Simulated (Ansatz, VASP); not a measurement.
# One calculation of GaCo, two programs

```xyz
2
Lattice="2.8780 0.0000 0.0000 0.0000 2.8780 0.0000 0.0000 0.0000 2.8780" Properties=species:S:1:pos:R:3 pbc="T T T"
Ga    1.4390    1.4390    1.4390
Co    0.0000    0.0000    0.0000
```

Alike in both runs: task single point; functional r2SCAN; k mesh 9 × 9 × 9; occupations tetrahedron; collinear spin; Hubbard terms Co d U = 6.2 eV.

|  | VASP | Ansatz |
| --- | --- | --- |
| version | VASP 6.6.1 | Ansatz 0.2.0 |
| potentials or method | VASP PAW PBE potentials, release 64 (Ga_d, Co) | Ansatz PAW |
| plane-wave cutoff (eV) | 520 | 500 |
| valence electrons in the cell | 22 | 30 |

Ansatz gave:

| Quantity | Value |
| --- | --- |
| gap on the k mesh at the Fermi level (eV) | none |
| pressure (GPa) | 29.0 |
| net moment per atom (μB) | 0.92 |
| size of the moment on the site where the two differ most (μB) | 1.83 |

What did VASP give for the same quantities?

gap on the k mesh at the Fermi level (eV): none; pressure (GPa): 23.5; net moment per atom (μB): 0.95; size of the moment on the site where the two differ most (μB): 1.95.

Site moments also hang on the region over which each program counts them. The programs project onto different local orbitals, so the same U acts differently. A gap of «none» marks a metal or a gap that the smearing closes. The two sets of potentials don't hold the same shells in valence.

Caveats: the U is typed as a test and isn't derived for this compound; the PAW data sets were made with another functional, which shifts forces and pressure a little (VASP); tetrahedron occupations give inexact forces and stress in metals (VASP); the magnetic or orbital state may not be the lowest (Ansatz); the PAW data sets come from PBE, with cores solved anew for the run's functional, which leaves a small shift of forces and pressure (Ansatz); with tetrahedron occupations forces and stress needn't match the slope of the energy (Ansatz). The state reached can hang on the start; a lower one may exist.
